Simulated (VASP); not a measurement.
# BaTe in VASP: reference runs

How does BaTe come out in PBE? The cell is run as given.

Program: VASP 6.6.1. These are calculated values, not measurements. Logs are shortened: lines on timing, memory, paths and dates and some standing lists are left out, and cuts for length are marked.

### 1 The undisturbed slab

The cell holds a slab with vacuum, 6 atoms: a = 4.822 Å, b = 4.822 Å, c = 24.844 Å, α = 90.00°, β = 90.00°, γ = 120.00°.

### 2 Single point, PBE (the (1 1 1) slab of BaTe, cut from the database cell, not relaxed)

INCAR

```
SYSTEM = BaTe
PREC = Accurate ; ENCUT = 520
EDIFF = 1E-7 ; ISMEAR = -1
SIGMA = 0.05 ; LREAL = .FALSE.
LASPH = .TRUE. ; NELM = 100
ALGO = Normal ; ISIF = 2
LWAVE = .FALSE. ; LCHARG = .FALSE.
LDIPOL = .TRUE. ; IDIPOL = 3
DIPOL = 0.5 0.5 0.500 ; GGA = PE
NBANDS = 33
```

KPOINTS

```
regular mesh
0
G
  7 7 1
  0 0 0
```

POSCAR

```
BaTe
1.0
    4.8224682477      0.0000000000      0.0000000000
   -2.4112341238      4.1763800114      0.0000000000
    0.0000000000      0.0000000000     24.8438220897
Te Ba
3 3
Direct
    0.3333333333      0.6666666667      0.3018859165
    0.0000000000      0.0000000000      0.4603771833
    0.6666666667      0.3333333333      0.6188684501
    0.6666666667      0.3333333333      0.3811315499
    0.3333333333      0.6666666667      0.5396228167
    0.0000000000      0.0000000000      0.6981140835
```

Potentials or basis: VASP PAW PBE potentials, release 64 (Te, Ba_sv).

The run is started by

```
> cat potpaw_PBE.64/Te/POTCAR potpaw_PBE.64/Ba_sv/POTCAR > POTCAR
> mpirun -np 1 vasp_std > vasp.out
```

OUTCAR:

```text
SYSTEM = BaTe
   PREC = Accurate
   ENCUT = 520
   EDIFF = 1E-7
   ISMEAR = -1
   LREAL = .FALSE.
   LASPH = .TRUE.
   NELM = 100
   ISIF = 2
   GGA = PE

 ion  position               nearest neighbor table
   1  0.333  0.667  0.302-   4 3.41   4 3.41   4 3.41
   2  0.000  0.000  0.460-   4 3.41   5 3.41   4 3.41   5 3.41   4 3.41   5 3.41
   3  0.667  0.333  0.619-   5 3.41   6 3.41   5 3.41   6 3.41   6 3.41   5 3.41
   4  0.667  0.333  0.381-   1 3.41   2 3.41   1 3.41   2 3.41   2 3.41   1 3.41
   5  0.333  0.667  0.540-   3 3.41   2 3.41   3 3.41   2 3.41   2 3.41   3 3.41
   6  0.000  0.000  0.698-   3 3.41   3 3.41   3 3.41

  LATTYP: Found a hexagonal cell.
 ALAT       =     4.8224682477
 C/A-ratio  =     5.1516818388

  Lattice vectors:

 A1 = (   4.8224682477,   0.0000000000,   0.0000000000)
 A2 = (  -2.4112341238,   4.1763800114,   0.0000000000)
 A3 = (   0.0000000000,   0.0000000000,  24.8438220897)

Analysis of symmetry for initial positions (statically):
=====================================================================
 Subroutine PRICEL returns:
 Original cell was already a primitive cell.

 Routine SETGRP: Setting up the symmetry group for a
 hexagonal supercell.

 Subroutine GETGRP returns: Found  6 space group operations
 (whereof  6 operations were pure point group operations)
 out of a pool of 24 trial point group operations.

The static configuration has the point symmetry C_3v.

Analysis of symmetry for dynamics (positions and initial velocities):
=====================================================================
 Subroutine PRICEL returns:
 Original cell was already a primitive cell.

 Routine SETGRP: Setting up the symmetry group for a
 hexagonal supercell.

 Subroutine GETGRP returns: Found  6 space group operations
 (whereof  6 operations were pure point group operations)
 out of a pool of 24 trial point group operations.

The dynamic configuration has the point symmetry C_3v.

 Subroutine INISYM returns: Found  6 space group operations
 (whereof  6 operations are pure point group operations),
 and found     1 'primitive' translations

----------------------------------------------------------------------------------------

                                     Primitive cell

  volume of cell :     500.3660

  direct lattice vectors                    reciprocal lattice vectors
     4.822468248  0.000000000  0.000000000     0.207362692  0.119720906  0.000000000
    -2.411234124  4.176380011  0.000000000     0.000000000  0.239441813  0.000000000
     0.000000000  0.000000000 24.843822090     0.000000000  0.000000000  0.040251456

  length of vectors
     4.822468248  4.822468248 24.843822090     0.239441813  0.239441813  0.040251456

  position of ions in fractional coordinates (direct lattice)
     0.333333333  0.666666667  0.301885916
     0.000000000  0.000000000  0.460377183
     0.666666667  0.333333333  0.618868450
     0.666666667  0.333333333  0.381131550
     0.333333333  0.666666667  0.539622817
     0.000000000  0.000000000  0.698114084

  ion indices of the primitive-cell ions
   primitive index   ion index
                 1           1
                 2           2
                 3           3
                 4           4
                 5           5
                 6           6

----------------------------------------------------------------------------------------

 KPOINTS: regular mesh

Automatic generation of k-mesh.
 Grid dimensions read from file:
 generate k-points for:    7    7    1

 Generating k-lattice:

  Cartesian coordinates                     Fractional coordinates (reciprocal lattice)
     0.029623242  0.017102987  0.000000000     0.142857143  0.000000000  0.000000000
     0.000000000  0.034205973  0.000000000     0.000000000  0.142857143  0.000000000
     0.000000000  0.000000000  0.040251456     0.000000000  0.000000000  1.000000000

  Length of vectors
     0.034205973  0.034205973  0.040251456

  Shift w.r.t. Gamma in fractional coordinates (k-lattice)
     0.000000000  0.000000000  0.000000000

 Subroutine IBZKPT returns following result:
 ===========================================

 Found      8 irreducible k-points:

 Following reciprocal coordinates:
            Coordinates               Weight
  0.000000  0.000000  0.000000      1.000000
  0.142857  0.000000  0.000000      6.000000
  0.285714  0.000000  0.000000      6.000000
  0.428571  0.000000  0.000000      6.000000
  0.142857  0.142857  0.000000      6.000000
  0.285714  0.142857  0.000000     12.000000
  0.428571  0.142857  0.000000      6.000000
  0.285714  0.285714  0.000000      6.000000
   k-points           NKPTS =      8   k-points in BZ     NKDIM =      8   number of bands    NBANDS=     33
   number of dos      NEDOS =    301   number of ions     NIONS =      6
   total plane-waves  NPLWV = 248832
   dimension x,y,z NGX =    36 NGY =   36 NGZ =  192
   dimension x,y,z NGXF=    72 NGYF=   72 NGZF=  384
   ions per type =               3   3
   NGX,Y,Z   is equivalent  to a cutoff of  12.41, 12.41, 12.85 a.u.
   NGXF,Y,Z  is equivalent  to a cutoff of  24.82, 24.82, 25.70 a.u.
 SYSTEM =  BaTe
   PREC   = accura    normal or accurate (medium, high low for compatibility)
   ISTART =      0    job   : 0-new  1-cont  2-samecut
   ICHARG =      2    charge: 1-file 2-atom 10-const
   ISPIN  =      1    spin polarized calculation?
   LNONCOLLINEAR =      F non collinear calculations
   LSORBIT =      F    spin-orbit coupling
   LASPH  =      T    aspherical Exc in radial PAW
   ENCUT  =  520.0 eV  38.22 Ry    6.18 a.u.   8.97  8.97 46.19*2*pi/ulx,y,z
   NELM   =    100;   NELMIN=  2; NELMDL= -5     # of ELM steps
   EDIFF  = 0.1E-06   stopping-criterion for ELM
   LREAL  =      F    real-space projection
   EDIFFG = 0.1E-05   stopping-criterion for IOM
   NSW    =      0    number of steps for IOM
   IBRION =     -1    ionic relax: 0-MD 1-quasi-New 2-CG
   NFREE  =      0    steps in history (QN), initial steepest desc. (CG)
   ISIF   =      2    stress and relaxation
   ISYM   =      2    0-nonsym 1-usesym 2-fastsym
   POTIM  = 0.5000    time-step for ionic-motion
   TEBEG  =    0.0;   TEEND  =   0.0 temperature during run
   PSTRESS=    0.0 pullay stress
   NELECT =      48.0000    total number of electrons
   NUPDOWN=      -1.0000    fix difference up-down
   EMIN   =  10.00;   EMAX   =-10.00  energy-range for DOS
   EFERMI =   0.00;   METHOD = LEGACY
   ISMEAR =    -1;   SIGMA  =   0.05  broadening in eV -4-tet -1-fermi 0-gaus
   EFERMI_NEDOS =   21; number of points for ismear=-14 and -15
   IALGO  =     38    algorithm
   IMIX   =      4    mixing-type and parameters
     AMIX     =   0.40;   BMIX     =  1.00
     AMIX_MAG =   1.60;   BMIX_MAG =  1.00
  volume/ion in A,a.u.               =      83.39       562.77
  Fermi-wavevector in a.u.,A,eV,Ry     =   0.749421  1.416201  7.641469  0.561632
  Thomas-Fermi vector in A             =   1.845937
   LORBIT       =      0    0 simple, 1 ext, 2 COOP (PROOUT), +10 PAW based schemes
   GGA     = PE    functional components
   LHFCALC =     F    Hartree Fock is set to
   AEXX    =    0.0000 exact exchange contribution
   IVDW    =     0    specifies the selected vdW correction
   LEPSILON=     F    determine dielectric tensor
   LRPA    =     F    only Hartree local field effects (RPA)
 non-spin polarized calculation
  energy-cutoff  :      520.00
  volume of cell :      500.37
 maximum number of plane-waves:     13515
 NGX is ok and might be reduce to    36
   NGX = 17   NGY = 17   NGZ = 93

 number of electron      47.9999999 magnetization

 dipolmoment           0.000000      0.000000     -0.372654 electrons x Angstroem

 Free energy of the ion-electron system (eV)
  ---------------------------------------------------
  ext. energy  EPLUGINS =         0.00000000
  ---------------------------------------------------
  free energy    TOTEN  =       -22.14761742 eV

  energy without entropy =      -22.07562778  energy(sigma->0) =      -22.11162260

 E-fermi :  -0.6082     XC(G=0):  -4.8722

 val. band max:       -0.6255447361   @ k =   0.1429   0.0000   0.0000
 cond. band min:      -0.6059091169   @ k =   0.2857   0.0000   0.0000
 fundamental gap:      0.0196356192
 Fermi energy:        -0.6082409255

 k-point     1 :       0.0000    0.0000    0.0000
  band No.  band energies     occupation
      1     -30.0655      2.00000
      2     -28.5387      2.00000
      3     -27.4912      2.00000
      4     -15.3786      2.00000
      5     -15.1706      2.00000
      6     -15.1706      2.00000
[... 25 lines left out ...]
     32       1.9623      0.00000
     33       2.1109      0.00000

 k-point     2 :       0.1429    0.0000    0.0000
  band No.  band energies     occupation
      1     -30.0635      2.00000
      2     -28.5361      2.00000
      3     -27.4886      2.00000
      4     -15.3689      2.00000
      5     -15.2121      2.00000
      6     -15.1794      2.00000
[... 25 lines left out ...]
     32       1.9501      0.00000
     33       2.2807      0.00000
[... 178 lines left out ...]
     32       2.7664      0.00000
     33       3.1329      0.00000

 k-point     8 :       0.2857    0.2857    0.0000
  band No.  band energies     occupation
      1     -30.0536      2.00000
      2     -28.5237      2.00000
      3     -27.4764      2.00000
      4     -15.3911      2.00000
      5     -15.2828      2.00000
      6     -15.2678      2.00000
[... 25 lines left out ...]
     32       2.8633      0.00000
     33       3.2160      0.00000

------------------------ aborting loop because EDIFF is reached ----------------------------------------

 vacuum level on the upper side and lower side of the slab       (xc-potential included)        -1.954         1.433

  FORCE on cell =-STRESS in cart. coord.  units (eV):
  Direction    XX          YY          ZZ          XY          YZ          ZX
  --------------------------------------------------------------------------------------
  -------------------------------------------------------------------------------------
  Total        3.7248947      3.7248947      4.1324944      0.0000000      0.0000000      0.0000000
  in kB       11.9271529     11.9271529     13.2322915      0.0000000      0.0000000      0.0000000
  external PRESSURE =      12.3621991 kB  Pullay stress =       0.0000000 kB

 VOLUME and BASIS-vectors are now :
 -----------------------------------------------------------------------------
  energy-cutoff  :      520.00
  volume of cell :      500.37
      direct lattice vectors                 reciprocal lattice vectors
     4.822468248  0.000000000  0.000000000     0.207362692  0.119720906  0.000000000
    -2.411234124  4.176380011  0.000000000     0.000000000  0.239441813  0.000000000
     0.000000000  0.000000000 24.843822090     0.000000000  0.000000000  0.040251456

 POSITION                                       TOTAL-FORCE (eV/Angst)
 -----------------------------------------------------------------------------------
     -0.00000      2.78425      7.50000        -0.000000      0.000000     -0.131549
      0.00000      0.00000     11.43753        -0.000000      0.000000      0.635526
      2.41123      1.39213     15.37506         0.000000     -0.000000      0.600828
      2.41123      1.39213      9.46876        -0.000000     -0.000000     -0.649809
     -0.00000      2.78425     13.40629         0.000000     -0.000000     -0.671105
      0.00000      0.00000     17.34382        -0.000000      0.000000      0.216109
 -----------------------------------------------------------------------------------
    total drift:                                0.000000      0.000000     -0.000517

  FREE ENERGIE OF THE ION-ELECTRON SYSTEM (eV)
  ---------------------------------------------------
  free  energy   TOTEN  =       -22.1476174233 eV

  energy  without entropy=      -22.0756277782  energy(sigma->0) =      -22.11162260

 vacuum level on the upper side and lower side of the slab         2.096         5.556
```

It took 4.3 min on 1 thread of Intel Xeon Platinum 8488C (Sapphire Rapids), shared host; peak memory 0.57 GiB.

What came out:

| Quantity | Value |
| --- | --- |
| Free energy | -22.1476 eV |
| Largest force | 0.671 eV/Å |
| Band gap on the k mesh | none (metal or under the smearing width) |

Forces on the atoms (eV/Å):
```
Te   0.000  0.000 -0.132
Te   0.000  0.000  0.636
Te   0.000  0.000  0.601
Ba   0.000  0.000 -0.650
Ba   0.000  0.000 -0.671
Ba   0.000  0.000  0.216
```

The run has no spin-orbit coupling, so splittings on Ba, Te are missing.
